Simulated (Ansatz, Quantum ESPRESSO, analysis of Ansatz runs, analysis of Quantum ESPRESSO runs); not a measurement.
**Reproducing a measured charge-transition level: substitutional N in diamond (Quantum ESPRESSO)**

How near does this set-up come to the measured charge-transition level? Subject: substitutional N in diamond. Set-up: LDA, GBRV 1.5 LDA, 64-site cell, LDA lattice, k: the zone centre alone then 2x2x2 shifted, started with the impurity moved along one bond, start relaxed with Ansatz. The model is a cell of 64 host atoms with 1 C taken out and 1 N put in. The level is the Fermi energy at which two charge states have equal formation energy, after a correction for the images of the charge. A local or semilocal functional is the cheapest first rung.

**The experiment.** (+1/0) level below the conduction-band bottom: 1.7 eV (quoted in “Hunting the elusive shallow n-type donor – An ab initio study of Li and N co-doped diamond”, 2021, S. Conejeros et al., quoting earlier work (1969)). The calculation is set beside it at the end.

Main program and level: Quantum ESPRESSO 7.5; Quantum ESPRESSO plane-wave DFT, LDA, GBRV 1.5 LDA potentials; relaxation of all atoms of a defect supercell.

**1. The structure**

The cell holds 64 atoms: 63 C and 1 N. Cell: a = 7.064 Å, b = 7.064 Å, c = 7.064 Å, α = 90.0°, β = 90.0°, γ = 90.0°. It derives from C (space group Fd-3m). Nearest the centre at fractional (0.375, 0.375, 0.375): N8 at 0.00 Å, C4 at 1.53 Å, C27 at 1.54 Å, C49 at 1.54 Å, C42 at 1.54 Å, C6 at 2.49 Å, C5 at 2.49 Å, C7 at 2.49 Å. The cell carries charge +1.

The host's primitive cell comes from a first run (Quantum ESPRESSO plane-wave DFT, LDA, GBRV 1.5 LDA potentials; relaxation of cell and atoms of a defect-free cell): vectors of 2.498, 2.498 and 2.498 Å. That is 5.51 Å³ an atom, 2.9 % under the diffraction cell's volume. The supercell is built on it.

This program's steps are dear, so the start below was first relaxed with Ansatz (plane-wave PAW DFT, LDA; 5.6 s).

**2. Relaxation, charge +1**

Every later number rests on the structure around the defect, so the atoms are relaxed at the host's lattice first.

Contents of pw.in:

```
&CONTROL
  calculation = 'relax'
  prefix = 'pwscf'
  outdir = './tmp'
  pseudo_dir = './pseudo'
  tprnfor = .true.
  disk_io = 'low'
  nstep = 70
  forc_conv_thr = 0.00078
  etot_conv_thr = 0.0001
/
&SYSTEM
  ibrav = 0
  nat = 64
  ntyp = 2
  ecutwfc = 45
  ecutrho = 360
  nbnd = 132
  occupations = 'smearing'
  smearing = 'fd'
  degauss = 0.00073499
  tot_charge = 1
  nosym = .true.
/
&ELECTRONS
  conv_thr = 6d-08
  electron_maxstep = 100
  mixing_beta = 0.5
/
&IONS
  ion_dynamics = 'bfgs'
/
ATOMIC_SPECIES
C     12.0110 c_lda_v1.2.uspp.F.UPF
N     14.0070 n_lda_v1.2.uspp.F.UPF
CELL_PARAMETERS angstrom
   7.0641498481    0.0000000000    0.0000000000
   0.0000000000    7.0641498481    0.0000000000
   0.0000000000    0.0000000000    7.0641498481
ATOMIC_POSITIONS crystal
C      0.0007343228    0.0004035279    0.2498871060
C      0.0007341856    0.2498544625    0.0004366267
C      0.2501850188    0.0004037186    0.0004361727
C      0.2499346109    0.2496048632    0.2496366035
C      0.1258483819    0.1255189255    0.3762528254
C      0.1258482904    0.3762213342    0.1255505424
C      0.3765515037    0.1255180301    0.1255502729
N      0.3755623945    0.3752336361    0.3752658334
C      0.0004788836    0.0001481568    0.7503474708
C      0.0002779750    0.2502150958    0.5002805767
C      0.2505437695   -0.0000520352    0.5002807292
C      0.2505458726    0.2502168204    0.7505488128
C      0.1254761200    0.1251460302    0.8753060278
C      0.1258501668    0.3742412639    0.6249770352
C      0.3745705614    0.1255204588    0.6249774313
C      0.3755631358    0.3752334284    0.8752640209
C      0.0002775544    0.5002487268    0.2502463463
C      0.0004785552    0.7503145636    0.0001810862
C      0.2505442323    0.5002486151   -0.0000193496
C      0.2505456253    0.7505162087    0.2502481139
C      0.1258499908    0.6249450063    0.3742728657
C      0.1254762361    0.8752731465    0.1251780820
C      0.3745707034    0.6249444303    0.1255527244
C      0.3755628385    0.8752312461    0.3752650144
C      0.0007362385    0.5006075417    0.7500915745
C      0.0007364274    0.7500582686    0.5006398400
C      0.2499350923    0.5008609969    0.5008923869
C      0.2501897356    0.7500603354    0.7500941274
C      0.1254765317    0.6253177772    0.8752216339
C      0.1254771934    0.8751881646    0.6253508332
C      0.3765551292    0.6249470386    0.6249790474
C      0.3755631820    0.8752325822    0.8752659029
C      0.5005790155   -0.0000528617    0.2502459698
C      0.5005785838    0.2502145036   -0.0000192976
C      0.7506447499    0.0001481659    0.0001808558
C      0.7508461338    0.2502160956    0.2502476560
C      0.6252745401    0.1255203981    0.3742724303
C      0.6252752483    0.3742406923    0.1255517598
C      0.8756036188    0.1251455279    0.1251785173
C      0.8755605142    0.3752332655    0.3752649123
C      0.5009377739    0.0004061107    0.7500917763
C      0.5011894907    0.2496056349    0.5008920432
C      0.7503888204    0.0004060875    0.5006393985
C      0.7503907988    0.2498601610    0.7500937956
C      0.6256480243    0.1251466452    0.8752214534
C      0.6252763273    0.3762255278    0.6249788013
C      0.8755184730    0.1251470322    0.6253507848
C      0.8755634257    0.3752333015    0.8752658480
C      0.5011908551    0.5008604558    0.2496369807
C      0.5009377480    0.7500582196    0.0004386767
C      0.7503891399    0.5006074994    0.0004381028
C      0.7503907732    0.7500602035    0.2498918188
C      0.6252764197    0.6249463634    0.3762572258
C      0.6256483063    0.8751879640    0.1251786356
C      0.8755183965    0.6253180798    0.1251785202
C      0.8755629416    0.8752322508    0.3752648184
C      0.5005799742    0.5002502782    0.7505493227
C      0.5005803143    0.7505169725    0.5002822380
C      0.7508466018    0.5002502674    0.5002821360
C      0.7506470709    0.7503167170    0.7503501354
C      0.6256483762    0.6253185739    0.8753085339
C      0.6256488877    0.8752758813    0.6253516343
C      0.8756061056    0.6253186138    0.6253514016
C      0.8755637393    0.8752332021    0.8752662538
K_POINTS gamma
```

Launch:

```
OMP_NUM_THREADS=1 mpirun -n 4 pw.x -in pw.in > pw.out
```

Output:

```text
This program is part of the open-source Quantum ESPRESSO suite
     for quantum simulation of materials; please cite
         "P. Giannozzi et al., J. Phys.:Condens. Matter 21 395502 (2009);
         "P. Giannozzi et al., J. Phys.:Condens. Matter 29 465901 (2017);
         "P. Giannozzi et al., J. Chem. Phys. 152 154105 (2020);
          URL
     in publications or presentations arising from this work. More details at

     gamma-point specific algorithms are used

     Subspace diagonalization in iterative solution of the eigenvalue problem:
     a serial algorithm will be used

     --------------------
     sticks:   dense  smooth     PW     G-vecs:    dense   smooth      PW
     Min        1279     639    159                68638    24307    3035
     Max        1286     642    162                68639    24310    3042
     Sum        5129    2561    641               274553    97233   12149

     Using Slab Decomposition

     bravais-lattice index     =            0
     lattice parameter (alat)  =      13.3493  a.u.
     unit-cell volume          =    2378.9007 (a.u.)^3
     number of atoms/cell      =           64
     number of atomic types    =            2
     number of electrons       =       256.00
     number of Kohn-Sham states=          132
     kinetic-energy cutoff     =      45.0000  Ry
     charge density cutoff     =     360.0000  Ry
     scf convergence threshold =      6.0E-08
     mixing beta               =       0.5000
     number of iterations used =            8  plain     mixing
     energy convergence thresh.=      1.0E-04
     force convergence thresh. =      7.8E-04
     Exchange-correlation= SLA  PZ   NOGX NOGC
                           (   1   1   0   0   0   0   0)
     nstep                     =           70

     celldm(1)=  13.349309  celldm(2)=   0.000000  celldm(3)=   0.000000
     celldm(4)=   0.000000  celldm(5)=   0.000000  celldm(6)=   0.000000

     crystal axes: (cart. coord. in units of alat)
               a(1) = (   1.000000   0.000000   0.000000 )
               a(2) = (   0.000000   1.000000   0.000000 )
               a(3) = (   0.000000   0.000000   1.000000 )

     reciprocal axes: (cart. coord. in units 2 pi/alat)
               b(1) = (  1.000000  0.000000  0.000000 )
               b(2) = (  0.000000  1.000000  0.000000 )
               b(3) = (  0.000000  0.000000  1.000000 )

     PseudoPot. # 1 for C  read from file:
     c_lda_v1.2.uspp.F.UPF
     Pseudo is Ultrasoft + core correction, Zval =  4.0
     Generated by new atomic code, or converted to UPF format
     Using radial grid of  721 points,  4 beta functions with:
                l(1) =   0
                l(2) =   0
                l(3) =   1
                l(4) =   1
     Q(r) pseudized with  8 coefficients,  rinner =    1.100   1.100   1.100

     PseudoPot. # 2 for N  read from file:
     n_lda_v1.2.uspp.F.UPF
     Pseudo is Ultrasoft + core correction, Zval =  5.0
     Generated by new atomic code, or converted to UPF format
     Using radial grid of  729 points,  4 beta functions with:
                l(1) =   0
                l(2) =   0
                l(3) =   1
                l(4) =   1
     Q(r) pseudized with  8 coefficients,  rinner =    0.900   0.900   0.900

     atomic species   valence    mass     pseudopotential
     C                 4.00    12.01100     C ( 1.00)
     N                 5.00    14.00700     N ( 1.00)

     No symmetry found

   Cartesian axes

     site n.     atom                  positions (alat units)
         1        C      tau(   1) = (   0.0007343   0.0004035   0.2498871  )
         2        C      tau(   2) = (   0.0007342   0.2498545   0.0004366  )
         3        C      tau(   3) = (   0.2501850   0.0004037   0.0004362  )
         4        C      tau(   4) = (   0.2499346   0.2496049   0.2496366  )
         5        C      tau(   5) = (   0.1258484   0.1255189   0.3762528  )
         6        C      tau(   6) = (   0.1258483   0.3762213   0.1255505  )
         7        C      tau(   7) = (   0.3765515   0.1255180   0.1255503  )
         8        N      tau(   8) = (   0.3755624   0.3752336   0.3752658  )
         9        C      tau(   9) = (   0.0004789   0.0001482   0.7503475  )
        10        C      tau(  10) = (   0.0002780   0.2502151   0.5002806  )
        11        C      tau(  11) = (   0.2505438  -0.0000520   0.5002807  )
        12        C      tau(  12) = (   0.2505459   0.2502168   0.7505488  )
        13        C      tau(  13) = (   0.1254761   0.1251460   0.8753060  )
        14        C      tau(  14) = (   0.1258502   0.3742413   0.6249770  )
        15        C      tau(  15) = (   0.3745706   0.1255205   0.6249774  )
        16        C      tau(  16) = (   0.3755631   0.3752334   0.8752640  )
        17        C      tau(  17) = (   0.0002776   0.5002487   0.2502463  )
[...]
57        C      tau(  57) = (   0.5005800   0.5002503   0.7505493  )
        58        C      tau(  58) = (   0.5005803   0.7505170   0.5002822  )
        59        C      tau(  59) = (   0.7508466   0.5002503   0.5002821  )
        60        C      tau(  60) = (   0.7506471   0.7503167   0.7503501  )
        61        C      tau(  61) = (   0.6256484   0.6253186   0.8753085  )
        62        C      tau(  62) = (   0.6256489   0.8752759   0.6253516  )
        63        C      tau(  63) = (   0.8756061   0.6253186   0.6253514  )
        64        C      tau(  64) = (   0.8755637   0.8752332   0.8752663  )

     number of k points=     1  Fermi-Dirac smearing, width (Ry)=  0.0007
                       cart. coord. in units 2pi/alat
        k(    1) = (   0.0000000   0.0000000   0.0000000), wk =   2.0000000

     Dense  grid:   137277 G-vectors     FFT dimensions: (  81,  81,  81)

     Smooth grid:    48617 G-vectors     FFT dimensions: (  60,  60,  60)

     Initial potential from superposition of free atoms

     starting charge     256.9978, renormalised to     256.0000
     Starting wfcs are  256 randomized atomic wfcs

     Self-consistent Calculation

     iteration #  1     ecut=    45.00 Ry     beta= 0.50
     Davidson diagonalization with overlap
     ethr =  1.00E-02,  avg # of iterations =  2.0

     total energy              =    -746.99195987 Ry
     estimated scf accuracy    <       4.57104033 Ry

     iteration #  2     ecut=    45.00 Ry     beta= 0.50
     Davidson diagonalization with overlap
     ethr =  1.79E-03,  avg # of iterations =  3.0

     total energy              =    -746.93089826 Ry
     estimated scf accuracy    <       0.67961249 Ry

     iteration #  3     ecut=    45.00 Ry     beta= 0.50
     Davidson diagonalization with overlap
     ethr =  2.65E-04,  avg # of iterations =  4.0

     total energy              =    -746.99952721 Ry
     estimated scf accuracy    <       0.07293918 Ry

     iteration #  4     ecut=    45.00 Ry     beta= 0.50
     Davidson diagonalization with overlap
     ethr =  2.85E-05,  avg # of iterations =  7.0

     total energy              =    -747.01186340 Ry
     estimated scf accuracy    <       0.00231086 Ry

     iteration #  5     ecut=    45.00 Ry     beta= 0.50
     Davidson diagonalization with overlap
     ethr =  9.03E-07,  avg # of iterations =  7.0

     total energy              =    -747.01236215 Ry
     estimated scf accuracy    <       0.00081000 Ry

     iteration #  6     ecut=    45.00 Ry     beta= 0.50
     Davidson diagonalization with overlap
     ethr =  3.16E-07,  avg # of iterations =  5.0

     total energy              =    -747.01245288 Ry
     estimated scf accuracy    <       0.00005026 Ry

     iteration #  7     ecut=    45.00 Ry     beta= 0.50
     Davidson diagonalization with overlap
     ethr =  1.96E-08,  avg # of iterations =  3.0

     total energy              =    -747.01246334 Ry
     estimated scf accuracy    <       0.00000863 Ry

     iteration #  8     ecut=    45.00 Ry     beta= 0.50
     Davidson diagonalization with overlap
     ethr =  3.37E-09,  avg # of iterations =  2.0

     total energy              =    -747.01246496 Ry
     estimated scf accuracy    <       0.00000049 Ry

     iteration #  9     ecut=    45.00 Ry     beta= 0.50
     Davidson diagonalization with overlap
     ethr =  1.91E-10,  avg # of iterations =  3.0

     End of self-consistent calculation

          k = 0.0000 0.0000 0.0000 (  6075 PWs)   bands (ev):

    -8.6768  -7.1429  -5.7454  -5.7454  -5.7454  -5.6275  -5.6275  -4.5499
    -3.6170  -3.6170  -3.6170  -3.4679  -3.4679  -3.4679  -3.4044  -3.4044
    -3.4044  -3.3708  -3.3708  -2.1919  -2.0234  -2.0234  -2.0234  -0.3852
    -0.1097  -0.1097  -0.1097   0.3067   0.7285   0.7285   0.7285   0.8440
     0.8441   1.4087   1.6055   1.6055   1.6056   1.7328   1.7328   1.7329
     1.8102   1.8102   1.8116   1.8117   1.8117   4.1351   4.1351   4.1351
     4.4987   4.9071   4.9071   4.9071   4.9210   4.9210   4.9210   4.9376
     4.9376   5.0254   5.0254   5.0254   5.0587   5.0587   5.1129   5.1129
     5.1129   5.1214   5.1214   5.1215   5.1358   5.7642   5.7642   5.7643
     5.7679   5.8713   5.8713   5.8713   5.8870   5.8870   5.9164   5.9165
     5.9165   7.1049   7.1049   7.1049   7.2018   7.2018   7.2018   8.7895
     8.7895   8.7895   9.0620   9.2209   9.2209   9.3491   9.3491   9.3491
     9.4061   9.4061   9.4061   9.4437   9.4437   9.4437   9.4970   9.4970
     9.4970  10.2685  10.2686  10.2686  10.5067  10.5067  10.5067  10.5459
    10.5459  10.6278  10.6646  10.6646  10.6646  10.8416  10.8416  10.8680
    10.8680  10.8680  10.8903  10.8904  10.8904  13.6228  13.6228  13.6228
    17.2005  17.8828  17.8830  17.8831

     the Fermi energy is    14.6381 ev

!    total energy              =    -747.01246539 Ry
     estimated scf accuracy    <       0.00000002 Ry
     smearing contrib. (-TS)   =       0.00000000 Ry
     internal energy E=F+TS    =    -747.01246539 Ry

     The total energy is F=E-TS. E is the sum of the following terms:
     one-electron contribution =     260.76228523 Ry
     hartree contribution      =      62.70330147 Ry
     xc contribution           =    -237.34914435 Ry
     ewald contribution        =    -833.12890774 Ry

     convergence has been achieved in   9 iterations

     Forces acting on atoms (cartesian axes, Ry/au):

     atom    1 type  1   force =    -0.00000157    0.00000343    0.00009263
     atom    2 type  1   force =     0.00000045    0.00009662    0.00000056
     atom    3 type  1   force =     0.00009446    0.00000288    0.00000297
     atom    4 type  1   force =    -0.00045955   -0.00046128   -0.00045892
     atom    5 type  1   force =    -0.00011547   -0.00011843   -0.00005882
     atom    6 type  1   force =    -0.00011207   -0.00006827   -0.00011003
     atom    7 type  1   force =    -0.00006885   -0.00011030   -0.00010851
     atom    8 type  2   force =     0.00000221   -0.00000812   -0.00001208
     atom    9 type  1   force =     0.00000180    0.00000887   -0.00000367
     atom   10 type  1   force =    -0.00000676   -0.00001489    0.00002164
     atom   11 type  1   force =    -0.00000264   -0.00000279    0.00002306
     atom   12 type  1   force =    -0.00002196   -0.00003029   -0.00000046
     atom   13 type  1   force =     0.00000517    0.00000346    0.00000482
     atom   14 type  1   force =    -0.00012359    0.00008276    0.00011607
     atom   15 type  1   force =     0.00008112   -0.00012598    0.00011301
     atom   16 type  1   force =    -0.00000783   -0.00000656    0.00001161
[...]
atom   57 type  1   force =     0.00002166    0.00002274    0.00000310
     atom   58 type  1   force =     0.00001769    0.00000572    0.00002555
     atom   59 type  1   force =     0.00000546    0.00002123    0.00002611
     atom   60 type  1   force =    -0.00000678   -0.00000527   -0.00001391
     atom   61 type  1   force =    -0.00000219   -0.00000868   -0.00000189
     atom   62 type  1   force =    -0.00000692    0.00000193   -0.00001331
     atom   63 type  1   force =    -0.00000131   -0.00000789   -0.00000890
     atom   64 type  1   force =    -0.00001132   -0.00000942   -0.00001375

     Total force =     0.001727     Total SCF correction =     0.000114

     BFGS Geometry Optimization
     Energy error            =      3.0E-06 Ry
     Gradient error          =      4.6E-04 Ry/Bohr

     bfgs converged in   1 scf cycles and   0 bfgs steps
     (criteria: energy <  1.0E-04 Ry, force <  7.8E-04 Ry/Bohr)

     End of BFGS Geometry Optimization

     Final energy             =    -747.0124653917 Ry
Begin final coordinates

ATOMIC_POSITIONS (crystal)
C                0.0007343228        0.0004035279        0.2498871060
C                0.0007341856        0.2498544625        0.0004366267
C                0.2501850188        0.0004037186        0.0004361727
C                0.2499346109        0.2496048632        0.2496366035
C                0.1258483819        0.1255189255        0.3762528254
C                0.1258482904        0.3762213342        0.1255505424
C                0.3765515037        0.1255180301        0.1255502729
N                0.3755623945        0.3752336361        0.3752658334
C                0.0004788836        0.0001481568        0.7503474708
C                0.0002779750        0.2502150958        0.5002805767
C                0.2505437695       -0.0000520352        0.5002807292
C                0.2505458726        0.2502168204        0.7505488128
C                0.1254761200        0.1251460302        0.8753060278
C                0.1258501668        0.3742412639        0.6249770352
C                0.3745705614        0.1255204588        0.6249774313
C                0.3755631358        0.3752334284        0.8752640209
[...]
C                0.5005799742        0.5002502782        0.7505493227
C                0.5005803143        0.7505169725        0.5002822380
C                0.7508466018        0.5002502674        0.5002821360
C                0.7506470709        0.7503167170        0.7503501354
C                0.6256483762        0.6253185739        0.8753085339
C                0.6256488877        0.8752758813        0.6253516343
C                0.8756061056        0.6253186138        0.6253514016
C                0.8755637393        0.8752332021        0.8752662538
End final coordinates

=------------------------------------------------------------------------------=
   JOB DONE.
=------------------------------------------------------------------------------=
```

The job ended after 6.7 s (4 MPI ranks of Arm Neoverse V2, shared host; peak memory 0.38 GiB; 27 s of CPU time).

No atom moved by 0.005 Å in the relaxation.

Neighbours of N8 at the end:

| atom | distance (Å) |
| --- | --- |
| C27 | 1.537 |
| C42 | 1.537 |
| C49 | 1.537 |
| C4 | 1.537 |
| C14 | 2.495 |
| C21 | 2.495 |
| C23 | 2.495 |
| C15 | 2.495 |
| C37 | 2.495 |
| C31 | 2.495 |
| C53 | 2.495 |
| C46 | 2.495 |
| C38 | 2.495 |
| C5 | 2.495 |
| C6 | 2.495 |
| C7 | 2.495 |

(Continued in part 2 of 4.)

[Logs are printed without paths, hosts, clocks, repeated set-up lines and the standing remarks that a program may print on its own settings, such as how far it seeks lower states.]

[Hosts, paths, dates, database ids (printed as entryN), source tags and the programs' standing remarks are cut or masked in the printed files.]

[For some hosts the program warned that the k-mesh of the response run may be too coarse for force constants and the static dielectric constant; such warnings are not shown here.]
